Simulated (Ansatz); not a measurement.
Take a crystal in which Sn has been replaced by Pb on all its sites, with the cell rescaled by a rough guess (in some cases also distorted within its space group) and nothing relaxed:

```yaml
crystal:
  lattice:
    - [5.00116, 0.00000, 0.00000]
    - [0.00000, 5.00116, 0.00000]
    - [0.00000, 0.00000, 5.00116]
  atoms:
    - { symbol: Pb, position: [0.00000, 0.50000, 0.50000] }
    - { symbol: Pb, position: [0.50000, 0.00000, 0.50000] }
    - { symbol: Pb, position: [0.50000, 0.50000, 0.00000] }
    - { symbol: Se, position: [0.00000, 0.00000, 0.00000] }
```

Method: DFT PBEsol, scalar-relativistic, plane waves, PAW in Ansatz.

Cutoff 420 eV; k points 8×8×8 on the computed 4-atom cell (Γ-centred); Gaussian smearing, width 0.10 eV; no spin polarisation.

Problem. What pressure does the cell carry?

Solution. The pressure is -4.5 GPa (positive in compression), so the cell would contract.

Problem. Is it a metal on this mesh?

Solution. Yes, a band crosses the Fermi level.

Problem. What is its energy against the elements in their standard states?

Solution. +0.021 eV/atom at this unrelaxed geometry, with the elements in the same functional.

Spin-orbit coupling is left out, which matters for the bands of heavy elements.